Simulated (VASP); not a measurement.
# Ir (Fm-3m) in VASP: further runs, part 2 of 2

VASP 6.6.1. The steps go on from the part before.

## (3) Relaxation of the atoms, PBE (a relaxed cell with its volume scaled by 1.04)

Input file INCAR:

```
PREC     = Accurate       # precision mode
ENCUT    = 300            # plane-wave cutoff, eV
EDIFF    = 1E-7           # SCF threshold, eV
ISMEAR   = 1              # smearing method
SIGMA    = 0.1            # smearing width, eV
LREAL    = F              # projectors in reciprocal space
LASPH    = T              # aspherical terms in the spheres
NELM     = 80             # most SCF steps
ALGO     = Normal         # electronic algorithm
ISIF     = 2              # what is computed and relaxed
LWAVE    = F              # write WAVECAR
LCHARG   = F              # write CHGCAR
GGA      = PE             # functional
IBRION   = 2              # ionic algorithm
NSW      = 40             # ionic steps
EDIFFG   = -0.01          # ionic threshold
```

Input file KPOINTS:

```
regular mesh
0
Gamma
  8 8 8
```

Input file POSCAR:

```
Ir                                      
1.0
    0.0000000000      1.9624771996      1.9624771996
    1.9624771996      0.0000000000      1.9624771996
    1.9624771996      1.9624771996      0.0000000000
  Ir            
     1
Direct
     0.0000000000000000    0.0000000000000000    0.0000000000000000
```

Potentials or basis: VASP PAW PBE potentials, release 64 (Ir).

On the command line:

```sh
$ cat potpaw_PBE.64/Ir/POTCAR > POTCAR
$ mpirun -np 1 vasp_std > vasp.out
```

OUTCAR:

```text
PREC = Accurate
   ENCUT = 300
   EDIFF = 1E-7
   ISMEAR = 1
   LREAL = F
   LASPH = T
   NELM = 80
   ISIF = 2
   GGA = PE
   IBRION = 2
   NSW = 40
   EDIFFG = -0.01

 ion  position               nearest neighbor table
   1  0.000  0.000  0.000-

  LATTYP: Found a face centered cubic cell.
 ALAT       =     3.9249543992

  Lattice vectors:

 A1 = (   0.0000000000,   1.9624771996,   1.9624771996)
 A2 = (   1.9624771996,   0.0000000000,   1.9624771996)
 A3 = (   1.9624771996,   1.9624771996,   0.0000000000)

Analysis of symmetry for initial positions (statically):
=====================================================================
 Subroutine PRICEL returns:
 Original cell was already a primitive cell.

 Routine SETGRP: Setting up the symmetry group for a
 face centered cubic supercell.

 Subroutine GETGRP returns: Found 48 space group operations
 (whereof 48 operations were pure point group operations)
 out of a pool of 48 trial point group operations.

The static configuration has the point symmetry O_h .

Analysis of symmetry for dynamics (positions and initial velocities):
=====================================================================
 Subroutine PRICEL returns:
 Original cell was already a primitive cell.

 Routine SETGRP: Setting up the symmetry group for a
 face centered cubic supercell.

 Subroutine GETGRP returns: Found 48 space group operations
 (whereof 48 operations were pure point group operations)
 out of a pool of 48 trial point group operations.

The dynamic configuration has the point symmetry O_h .

 Subroutine INISYM returns: Found 48 space group operations
 (whereof 48 operations are pure point group operations),
 and found     1 'primitive' translations

----------------------------------------------------------------------------------------

                                     Primitive cell

  volume of cell :      15.1162
[... 110 lines left out ...]
  Thomas-Fermi vector in A             =   2.502406
   LORBIT       =      0    0 simple, 1 ext, 2 COOP (PROOUT), +10 PAW based schemes
   GGA     = PE    functional components
   LHFCALC =     F    Hartree Fock is set to
   AEXX    =    0.0000 exact exchange contribution
   IVDW    =     0    specifies the selected vdW correction
   LEPSILON=     F    determine dielectric tensor
   LRPA    =     F    only Hartree local field effects (RPA)
 conjugate gradient relaxation of ions
 non-spin polarized calculation
 Methfessel and Paxton  Order N= 1 SIGMA  =   0.10
  energy-cutoff  :      300.00
  volume of cell :       15.12
 maximum number of plane-waves:       190
   NGX =  7   NGY =  7   NGZ =  7

 number of electron       9.0000000 magnetization

 Free energy of the ion-electron system (eV)
  ---------------------------------------------------
  ext. energy  EPLUGINS =         0.00000000
  ---------------------------------------------------
  free energy    TOTEN  =        -8.75707765 eV

  energy without entropy =       -8.75793628  energy(sigma->0) =       -8.75736386

 E-fermi :   9.3466     XC(G=0): -13.5964

 val. band max:        9.2980017831   @ k =  -0.3750   0.1250   0.0000
 cond. band min:       9.3573583215   @ k =  -0.3750   0.2500   0.0000
 fundamental gap:      0.0593565383
 Fermi energy:         9.3465525767

 k-point     1 :       0.0000    0.0000    0.0000
  band No.  band energies     occupation
      1      -1.1287      2.00000
      2       5.7844      2.00000
      3       5.7844      2.00000
      4       5.7844      2.00000
      5       8.2140      2.00000
      6       8.2140      2.00000
      7      23.7123      0.00000
      8      28.9318      0.00000
[... 243 lines left out ...]
 k-point    24 :      -0.3750    0.2500    0.1250
  band No.  band energies     occupation
      1       3.2401      2.00000
      2       4.5897      2.00000
      3       6.0190      2.00000
      4       6.9827      2.00000
      5       9.8060     -0.00000
      6      14.1623      0.00000
      7      15.4324      0.00000
      8      24.4109      0.00000

 [... further k-points ...]

------------------------ aborting loop because EDIFF is reached ----------------------------------------

  FORCE on cell =-STRESS in cart. coord.  units (eV):
  Direction    XX          YY          ZZ          XY          YZ          ZX
  --------------------------------------------------------------------------------------
  -------------------------------------------------------------------------------------
  Total       -1.1747089     -1.1747089     -1.1747089      0.0000000     -0.0000000      0.0000000
  in kB     -124.5079190   -124.5079190   -124.5079190      0.0000000     -0.0000000      0.0000000
  external PRESSURE =    -124.5079190 kB  Pullay stress =       0.0000000 kB

 VOLUME and BASIS-vectors are now :
 -----------------------------------------------------------------------------
  energy-cutoff  :      300.00
  volume of cell :       15.12
      direct lattice vectors                 reciprocal lattice vectors
     0.000000000  1.962477200  1.962477200    -0.254780030  0.254780030  0.254780030
     1.962477200  0.000000000  1.962477200     0.254780030 -0.254780030  0.254780030
     1.962477200  1.962477200  0.000000000     0.254780030  0.254780030 -0.254780030

 POSITION                                       TOTAL-FORCE (eV/Angst)
 -----------------------------------------------------------------------------------
      0.00000      0.00000      0.00000         0.000000      0.000000      0.000000
 -----------------------------------------------------------------------------------
    total drift:                                0.000000      0.000000      0.000000

  FREE ENERGIE OF THE ION-ELECTRON SYSTEM (eV)
  ---------------------------------------------------
  free  energy   TOTEN  =        -8.7570776465 eV

  energy  without entropy=       -8.7579362781  energy(sigma->0) =       -8.75736386

 reached required accuracy - stopping structural energy minimisation
```

OSZICAR:

```text
N       E                     dE             d eps       ncg     rms          rms(c)
DAV:   1     0.159047022332E+02    0.15905E+02   -0.32150E+03   568   0.628E+02
DAV:   2    -0.899211155269E+01   -0.24897E+02   -0.23707E+02   472   0.148E+02
DAV:   3    -0.933689044903E+01   -0.34478E+00   -0.33816E+00   656   0.208E+01
DAV:   4    -0.933839007987E+01   -0.14996E-02   -0.14994E-02   584   0.101E+00
DAV:   5    -0.933840413503E+01   -0.14055E-04   -0.14054E-04   688   0.681E-02    0.127E+01
DAV:   6    -0.883740336631E+01    0.50100E+00   -0.11518E+00   512   0.144E+01    0.511E+00
DAV:   7    -0.876260567215E+01    0.74798E-01   -0.29422E-01   592   0.682E+00    0.160E+00
DAV:   8    -0.875792242010E+01    0.46833E-02   -0.17696E-03   504   0.619E-01    0.600E-01
DAV:   9    -0.875707167867E+01    0.85074E-03   -0.82576E-04   600   0.458E-01    0.354E-02
DAV:  10    -0.875707783700E+01   -0.61583E-05   -0.27159E-06   592   0.172E-02    0.743E-03
DAV:  11    -0.875707771267E+01    0.12433E-06   -0.14618E-07   528   0.572E-03    0.377E-04
DAV:  12    -0.875707764647E+01    0.66191E-07   -0.57583E-09   296   0.673E-04
   1 F= -.87570776E+01 E0= -.87573639E+01  d E =-.875708E+01
```

CONTCAR:

```text
Ir
   1.00000000000000
     0.0000000000000000    1.9624771996000001    1.9624771996000001
     1.9624771996000001    0.0000000000000000    1.9624771996000001
     1.9624771996000001    1.9624771996000001    0.0000000000000000
  Ir
     1
Direct
     0.0000000000000000    0.0000000000000000    0.0000000000000000

  0.00000000E+00  0.00000000E+00  0.00000000E+00
```

Run time: 3.4 s. Hardware: 1 thread of Intel Xeon Platinum 8488C (Sapphire Rapids), shared host; peak memory 0.11 GiB.

What came out:

- Free energy: -8.7571 eV
- Pressure after relaxing: -12.5 GPa
- Band gap on the k mesh: none (metal or under the smearing width)

Final structure:
```
Ir
1.0
     0.00000    1.96248    1.96248
     1.96248    0.00000    1.96248
     1.96248    1.96248    0.00000
Ir
1
Cartesian
  0.0000 0.0000 0.0000
```

Caveat: the relaxation stopped at its first step, so nothing moved. The run has no spin-orbit coupling, so splittings on Ir are missing.

## (4) Relaxation of the atoms, PBE (a relaxed cell with its volume scaled by 1.06)

INCAR is that of step 3.

KPOINTS is that of step 3.

Input file POSCAR:

```
Ir                                      
1.0
    0.0000000000      1.9749773914      1.9749773914
    1.9749773914      0.0000000000      1.9749773914
    1.9749773914      1.9749773914      0.0000000000
  Ir            
     1
Direct
     0.0000000000000000    0.0000000000000000    0.0000000000000000
```

On the command line:

```sh
$ cat potpaw_PBE.64/Ir/POTCAR > POTCAR
$ mpirun -np 1 vasp_std > vasp.out
```

Run time: 5.1 s. Hardware: 1 thread of Intel Xeon Platinum 8488C (Sapphire Rapids), shared host; peak memory 0.11 GiB.

Results (log left out):

```yaml
Free_energy: -8.7314 eV
Pressure_after_relaxing: -17.6 GPa
Band_gap_on_the_k_mesh: none (metal or under the smearing width)
```

Final structure:
```
CELL_PARAMETERS angstrom
0.00000 1.97498 1.97498
1.97498 0.00000 1.97498
1.97498 1.97498 0.00000
ATOMIC_POSITIONS crystal
Ir 0.00000 0.00000 0.00000
```

Levels at points of the mesh, in eV from the Fermi level:
```tsv
k point	band 1	band 2	band 3	band 4	band 5	band 6	band 7	band 8
(0.00, 0.00, 0.00)	-10.28	-3.46	-3.46	-3.46	-1.10	-1.10	14.39	19.50
(0.50, 0.00, 0.00)	-7.29	-3.53	-3.53	-0.58	0.71	0.71	6.38	13.94
(0.50, 0.50, 0.00)	-7.02	-6.51	0.68	1.20	1.20	1.67	9.35	11.26
```

Caveat: the relaxation stopped at its first step, so nothing moved. Spin-orbit coupling is left out, which matters for the levels of Ir.

## (5) Summary

| cell | gap on the mesh (eV) | pressure (GPa) |
| --- | --- | --- |
| atoms relaxed from: a relaxed cell with its volume scaled by 1.02 | none | -6.6 |
| atoms relaxed from: a relaxed cell with its volume scaled by 1.04 | none | -12.5 |
| atoms relaxed from: a relaxed cell with its volume scaled by 1.06 | none | -17.6 |

Alike in all rows: task relaxation of the atoms; level PBE; potentials or basis VASP PAW PBE potentials, release 64 (Ir); no spin polarisation; k mesh 8 × 8 × 8; cutoff (eV) 300; smearing methfessel-paxton 0.1 eV.

Caveats: the relaxation stopped at its first step, so nothing moved.

Absolute energies hang on the potentials; compare differences alone.
